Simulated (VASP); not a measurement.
# In (I4/mmm) in VASP: a series of runs

The runs below take In through relaxation of cell and atoms, with PBEsol.

All numbers are computed with VASP 6.6.1; they aren't measurements. Logs are shortened: lines on timing, memory, paths and dates and some standing lists are left out, and cuts for length are marked.

## Step 1: Starting point

Symmetry: I4/mmm, No. 139, tetragonal system. The conventional cell has a = 3.251 Å, b = 3.251 Å, c = 4.947 Å, α = 90.00°, β = 90.00°, γ = 90.00°. In (site symmetry 4/mmm) is surrounded by 12 In at 3.25 to 3.38 Å.

## Step 2: Relaxation of cell and atoms, PBEsol

Input file INCAR:

```
SYSTEM = In
ALGO = Normal
EDIFF = 1E-6
EDIFFG = -0.01
ENCUT = 600
GGA = PS
IBRION = 2
ISIF = 3
ISMEAR = 1
LASPH = .TRUE.
LCHARG = .FALSE.
LREAL = .FALSE.
LWAVE = .FALSE.
NELM = 80
NSW = 90
PREC = Accurate
SIGMA = 0.1
```

Input file KPOINTS:

```
k-points
0
G
  16 16 16
  0 0 0
```

Input file POSCAR:

```
In
1.0
   -1.6254700000      1.6254700000      2.4737000000
    1.6254700000     -1.6254700000      2.4737000000
    1.6254700000      1.6254700000     -2.4737000000
In
1
Direct
    0.0000000000      0.0000000000      0.0000000000
```

Potentials or basis: VASP PAW PBE potentials, release 64 (In_d).

The run is started by

```bash
> cat potpaw_PBE.64/In_d/POTCAR > POTCAR
> mpirun -np 1 vasp_std > vasp.out
```

OUTCAR:

```text
SYSTEM = In
   EDIFF = 1E-6
   EDIFFG = -0.01
   ENCUT = 600
   GGA = PS
   IBRION = 2
   ISIF = 3
   ISMEAR = 1
   LASPH = .TRUE.
   LREAL = .FALSE.
   NELM = 80
   NSW = 90
   PREC = Accurate

 ion  position               nearest neighbor table
   1  0.000  0.000  0.000-

  LATTYP: Found a body centered tetragonal cell.
 ALAT       =     3.2509400000
 C/A-ratio  =     1.5218367611

  Lattice vectors:

 A1 = (  -1.6254700000,   1.6254700000,   2.4737000000)
 A2 = (   1.6254700000,  -1.6254700000,   2.4737000000)
 A3 = (   1.6254700000,   1.6254700000,  -2.4737000000)

Analysis of symmetry for initial positions (statically):
=====================================================================
 Subroutine PRICEL returns:
 Original cell was already a primitive cell.

 Routine SETGRP: Setting up the symmetry group for a
 body centered tetragonal supercell.

 Subroutine GETGRP returns: Found 16 space group operations
 (whereof 16 operations were pure point group operations)
 out of a pool of 16 trial point group operations.

The static configuration has the point symmetry D_4h.

Analysis of symmetry for dynamics (positions and initial velocities):
=====================================================================
 Subroutine PRICEL returns:
 Original cell was already a primitive cell.

 Routine SETGRP: Setting up the symmetry group for a
 body centered tetragonal supercell.

 Subroutine GETGRP returns: Found 16 space group operations
 (whereof 16 operations were pure point group operations)
 out of a pool of 16 trial point group operations.

The dynamic configuration has the point symmetry D_4h.

 Subroutine INISYM returns: Found 16 space group operations
 (whereof 16 operations are pure point group operations),
 and found     1 'primitive' translations

----------------------------------------------------------------------------------------

                                     Primitive cell

  volume of cell :      26.1436

  direct lattice vectors                    reciprocal lattice vectors
    -1.625470000  1.625470000  2.473700000     0.000000000  0.307603339  0.202126369
     1.625470000 -1.625470000  2.473700000     0.307603339  0.000000000  0.202126369
     1.625470000  1.625470000 -2.473700000     0.307603339  0.307603339  0.000000000

  length of vectors
     3.376906444  3.376906444  3.376906444     0.368069129  0.368069129  0.435016814

  position of ions in fractional coordinates (direct lattice)
     0.000000000  0.000000000  0.000000000

  ion indices of the primitive-cell ions
   primitive index   ion index
                 1           1

----------------------------------------------------------------------------------------

 KPOINTS: k-points

Automatic generation of k-mesh.
 Grid dimensions read from file:
 generate k-points for:   16   16   16

 Generating k-lattice:

  Cartesian coordinates                     Fractional coordinates (reciprocal lattice)
     0.000000000  0.019225209  0.012632898     0.062500000  0.000000000 -0.000000000
     0.019225209  0.000000000  0.012632898     0.000000000  0.062500000 -0.000000000
     0.019225209  0.019225209  0.000000000     0.000000000  0.000000000  0.062500000

  Length of vectors
     0.023004321  0.023004321  0.027188551

  Shift w.r.t. Gamma in fractional coordinates (k-lattice)
     0.000000000  0.000000000  0.000000000

 Subroutine IBZKPT returns following result:
 ===========================================

 Found    349 irreducible k-points:

 Following reciprocal coordinates:
            Coordinates               Weight
  0.000000  0.000000  0.000000      1.000000
  0.062500  0.000000 -0.000000      8.000000
  0.125000  0.000000 -0.000000      8.000000
  0.187500  0.000000 -0.000000      8.000000
  0.250000  0.000000 -0.000000      8.000000
  0.312500  0.000000 -0.000000      8.000000
[... 16 lines left out ...]
 -0.125000  0.062500  0.000000     16.000000
 -0.062500  0.062500  0.000000      4.000000
 [... further k-points ...]
   k-points           NKPTS =    349   k-points in BZ     NKDIM =    349   number of bands    NBANDS=     10
   number of dos      NEDOS =    301   number of ions     NIONS =      1
   total plane-waves  NPLWV =  21952
   dimension x,y,z NGX =    28 NGY =   28 NGZ =   28
   dimension x,y,z NGXF=    56 NGYF=   56 NGZF=   56
   ions per type =               1
   NGX,Y,Z   is equivalent  to a cutoff of  13.78, 13.78, 13.78 a.u.
   NGXF,Y,Z  is equivalent  to a cutoff of  27.57, 27.57, 27.57 a.u.
 SYSTEM =  In
   PREC   = accura    normal or accurate (medium, high low for compatibility)
   ISTART =      0    job   : 0-new  1-cont  2-samecut
   ICHARG =      2    charge: 1-file 2-atom 10-const
   ISPIN  =      1    spin polarized calculation?
   LNONCOLLINEAR =      F non collinear calculations
   LSORBIT =      F    spin-orbit coupling
   LASPH  =      T    aspherical Exc in radial PAW
   ENCUT  =  600.0 eV  44.10 Ry    6.64 a.u.   6.74  6.74  6.74*2*pi/ulx,y,z
   NELM   =     80;   NELMIN=  2; NELMDL= -5     # of ELM steps
   EDIFF  = 0.1E-05   stopping-criterion for ELM
   LREAL  =      F    real-space projection
   EDIFFG = -.1E-01   stopping-criterion for IOM
   NSW    =     90    number of steps for IOM
   IBRION =      2    ionic relax: 0-MD 1-quasi-New 2-CG
   NFREE  =      1    steps in history (QN), initial steepest desc. (CG)
   ISIF   =      3    stress and relaxation
   ISYM   =      2    0-nonsym 1-usesym 2-fastsym
   POTIM  = 0.5000    time-step for ionic-motion
   TEBEG  =    0.0;   TEEND  =   0.0 temperature during run
   PSTRESS=    0.0 pullay stress
   NELECT =      13.0000    total number of electrons
   NUPDOWN=      -1.0000    fix difference up-down
   EMIN   =  10.00;   EMAX   =-10.00  energy-range for DOS
   EFERMI =   0.00;   METHOD = LEGACY
   ISMEAR =     1;   SIGMA  =   0.10  broadening in eV -4-tet -1-fermi 0-gaus
   EFERMI_NEDOS =   21; number of points for ismear=-14 and -15
   IALGO  =     38    algorithm
   IMIX   =      4    mixing-type and parameters
     AMIX     =   0.40;   BMIX     =  1.00
     AMIX_MAG =   1.60;   BMIX_MAG =  1.00
  volume/ion in A,a.u.               =      26.14       176.43
  Fermi-wavevector in a.u.,A,eV,Ry     =   1.296983  2.450943 22.887245  1.682165
  Thomas-Fermi vector in A             =   2.428405
   LORBIT       =      0    0 simple, 1 ext, 2 COOP (PROOUT), +10 PAW based schemes
   GGA     = PS    functional components
   LHFCALC =     F    Hartree Fock is set to
   AEXX    =    0.0000 exact exchange contribution
   IVDW    =     0    specifies the selected vdW correction
   LEPSILON=     F    determine dielectric tensor
   LRPA    =     F    only Hartree local field effects (RPA)
 conjugate gradient relaxation of ions
 non-spin polarized calculation
 Methfessel and Paxton  Order N= 1 SIGMA  =   0.10
  energy-cutoff  :      600.00
  volume of cell :       26.14
 maximum number of plane-waves:       901
   NGX = 13   NGY = 13   NGZ = 13

--------------------------------------- Ionic step        1  -------------------------------------------

 number of electron      13.0000006 magnetization

 Free energy of the ion-electron system (eV)
  ---------------------------------------------------
  ext. energy  EPLUGINS =         0.00000000
  ---------------------------------------------------
  free energy    TOTEN  =        -2.98337455 eV

  energy without entropy =       -2.98369472  energy(sigma->0) =       -2.98348127

------------------------ aborting loop because EDIFF is reached ----------------------------------------

  FORCE on cell =-STRESS in cart. coord.  units (eV):
  Direction    XX          YY          ZZ          XY          YZ          ZX
  --------------------------------------------------------------------------------------
  -------------------------------------------------------------------------------------
  Total       -0.1680967     -0.1680967     -0.1444749      0.0000000      0.0000000      0.0000000
  in kB      -10.3016039    -10.3016039     -8.8539730      0.0000000      0.0000000      0.0000000
  external PRESSURE =      -9.8190603 kB  Pullay stress =       0.0000000 kB
[... 90 lines left out ...]
  energy  without entropy=       -2.9854102588  energy(sigma->0) =       -2.98532320

--------------------------------------- Ionic step        4  -------------------------------------------

 number of electron      13.0000003 magnetization

 Free energy of the ion-electron system (eV)
  ---------------------------------------------------
  ext. energy  EPLUGINS =         0.00000000
  ---------------------------------------------------
  free energy    TOTEN  =        -2.98528898 eV

  energy without entropy =       -2.98537995  energy(sigma->0) =       -2.98531930

 E-fermi :   7.6622     XC(G=0): -10.5188

 val. band max:        7.6527070414   @ k =  -0.3750   0.3750   0.2500
 cond. band min:       7.6689222525   @ k =  -0.2500  -0.4375   0.1875
 fundamental gap:      0.0162152111
 Fermi energy:         7.6621766217

 k-point     1 :       0.0000    0.0000    0.0000
  band No.  band energies     occupation
      1      -7.0225      2.00000
      2      -6.9056      2.00000
      3      -6.9056      2.00000
      4      -6.8201      2.00000
      5      -6.7061      2.00000
      6      -2.1047      2.00000
      7      18.3563      0.00000
      8      18.3563      0.00000
      9      18.5414      0.00000
     10      19.2658      0.00000
[... 287 lines left out ...]
 k-point    24 :      -0.0625    0.0625    0.0000
  band No.  band energies     occupation
      1      -7.0044      2.00000
      2      -6.9156      2.00000
      3      -6.8949      2.00000
      4      -6.8152      2.00000
      5      -6.7138      2.00000
      6      -1.9829      2.00000
      7      17.5737      0.00000
      8      17.7602      0.00000
      9      17.9055      0.00000
     10      18.7293      0.00000

 [... further k-points ...]

------------------------ aborting loop because EDIFF is reached ----------------------------------------

  FORCE on cell =-STRESS in cart. coord.  units (eV):
  Direction    XX          YY          ZZ          XY          YZ          ZX
  --------------------------------------------------------------------------------------
  -------------------------------------------------------------------------------------
  Total       -0.0071675     -0.0071675      0.0084513      0.0000000     -0.0000000      0.0000000
  in kB       -0.4494785     -0.4494785      0.5299871      0.0000000     -0.0000000      0.0000000
  external PRESSURE =      -0.1229900 kB  Pullay stress =       0.0000000 kB
[... 16 lines left out ...]
  FREE ENERGIE OF THE ION-ELECTRON SYSTEM (eV)
  ---------------------------------------------------
  free  energy   TOTEN  =        -2.9852889784 eV

  energy  without entropy=       -2.9853799510  energy(sigma->0) =       -2.98531930

 reached required accuracy - stopping structural energy minimisation
```

Run time: 80 s. Hardware: 1 thread of Intel Xeon 6975P-C (Granite Rapids), shared host; peak memory 0.25 GiB.

What came out:

```
Free energy                            : -2.9853 eV
Relaxed volume                         : 25.55 Å³/atom
Relaxed cell                           : a = 3.352 Å, b = 3.352 Å, c = 3.352 Å, α = 122.52°, β = 122.52°, γ = 85.69°
Space group after relaxing (to 0.05 Å) : I4/mmm (No. 139)
Energy gained by relaxing              : 1.9 meV/atom
Ionic steps                            : 4
Pressure after relaxing                : 0.0 GPa
Band gap on the k mesh                 : none (metal or under the smearing width)
```

Step by step:
```
step  energy change (eV)  largest force (eV/Å)  pressure (GPa)  volume (Å³)
   1              0.0000                0.0000           -0.98        26.14
   2             -0.0019                0.0000            0.02        25.54
   3             -0.0019                0.0000            0.00        25.55
   4             -0.0019                0.0000           -0.01        25.55
```

Final structure:
```xyz
1
Lattice="-1.6120 1.6120 2.4580 1.6120 -1.6120 2.4580 1.6120 1.6120 -2.4580" Properties=species:S:1:pos:R:3 pbc="T T T"
In    0.0000    0.0000    0.0000
```

Caveat: the PAW data sets were made with another functional, which shifts forces and pressure a little.

## Step 3: Relaxation of cell and atoms, PBEsol

This run uses another cell than the first one, of 25.55 Å³/atom, 0.977 times its volume.

Changes to INCAR since step 2:

```diff
@@ -2,4 +2,4 @@
 ALGO = Normal
-EDIFF = 1E-6
-EDIFFG = -0.01
+EDIFF = 1E-7
+EDIFFG = -0.005
 ENCUT = 600
```

KPOINTS is that of step 2.

Input file POSCAR:

```
In                                      
1.0
   -1.6119940398      1.6119940398      2.4580007458
    1.6119940398     -1.6119940398      2.4580007458
    1.6119940398      1.6119940398     -2.4580007458
  In            
     1
Direct
     0.0000000000000000    0.0000000000000000    0.0000000000000000
```

Potentials or basis: VASP PAW PBE potentials, release 64 (In_d).

The run is started by

```bash
> cat potpaw_PBE.64/In_d/POTCAR > POTCAR
> mpirun -np 1 vasp_std > vasp.out
```

It took 8.4 min on 1 thread of Intel Xeon 6975P-C (Granite Rapids), shared host; peak memory 0.27 GiB.

The run converged. Its results:

* Free energy: -2.9866 eV
* Relaxed volume: 25.54 Å³/atom
* Relaxed cell: a = 3.375 Å, b = 3.375 Å, c = 3.375 Å, α = 123.62°, β = 123.62°, γ = 83.84°
* Space group after relaxing (to 0.05 Å): I4/mmm (No. 139)
* Energy gained by relaxing: 1.4 meV/atom
* Ionic steps: 27
* Pressure after relaxing: 0.0 GPa
* Band gap on the k mesh: none (metal or under the smearing width)

Step by step:
```
step  energy change (eV)  largest force (eV/Å)  pressure (GPa)  volume (Å³)
   1              0.0000                0.0000           -0.02        25.55
   2              0.0000                0.0000            0.01        25.54
   3              0.0000                0.0000            0.09        25.50
   4             -0.0001                0.0000            0.22        25.42
   5             -0.0004                0.0000            0.51        25.27
   6              0.0009                0.0000            1.14        24.95
   7             -0.0004                0.0000            0.59        25.22
   8             -0.0004                0.0000            0.66        25.19
   9             -0.0004                0.0000            0.64        25.20
  10             -0.0004                0.0000            0.64        25.20
  11             -0.0004                0.0000            0.64        25.20
  12             -0.0004                0.0000            0.64        25.19
  13             -0.0004                0.0000            0.65        25.19
  14             -0.0004                0.0000            0.67        25.18
  15             -0.0004                0.0000            0.67        25.17
  16             -0.0004                0.0000            0.67        25.18
  17             -0.0005                0.0000            0.67        25.18
  18             -0.0005                0.0000            0.66        25.19
  19             -0.0006                0.0000            0.63        25.20
  20             -0.0007                0.0000            0.57        25.23
  21             -0.0009                0.0000            0.47        25.28
  22             -0.0012                0.0000            0.26        25.39
  23             -0.0013                0.0000           -0.11        25.60
  24             -0.0014                0.0000            0.04        25.52
  25             -0.0014                0.0000            0.02        25.53
  26             -0.0014                0.0000            0.01        25.53
  27             -0.0014                0.0000            0.00        25.54
```

Final structure:
```
CELL_PARAMETERS angstrom
-1.59436 1.59436 2.51137
1.59436 -1.59436 2.51137
1.59436 1.59436 -2.51137
ATOMIC_POSITIONS crystal
In 0.00000 0.00000 0.00000
```

Levels at points of the mesh, in eV from the Fermi level:
| k point | band 3 | band 4 | band 5 | band 6 | band 7 | band 8 | band 9 | band 10 |
| --- | --- | --- | --- | --- | --- | --- | --- | --- |
| (0.00, 0.00, 0.00) | -14.51 | -14.47 | -14.31 | -9.73 | 10.75 | 10.75 | 10.98 | 11.71 |
| (0.50, 0.00, 0.00) | -14.49 | -14.24 | -14.19 | -4.31 | -3.48 | 7.19 | 9.70 | 11.05 |
| (0.50, 0.50, 0.00) | -14.24 | -14.24 | -14.10 | -1.90 | -1.38 | 3.34 | 3.98 | 7.00 |
| (0.50, 0.50, 0.50) | -14.21 | -14.19 | -14.19 | -3.31 | -2.96 | 5.13 | 5.13 | 8.62 |

Caveat: the PAW data sets were made with another functional, which shifts forces and pressure a little.
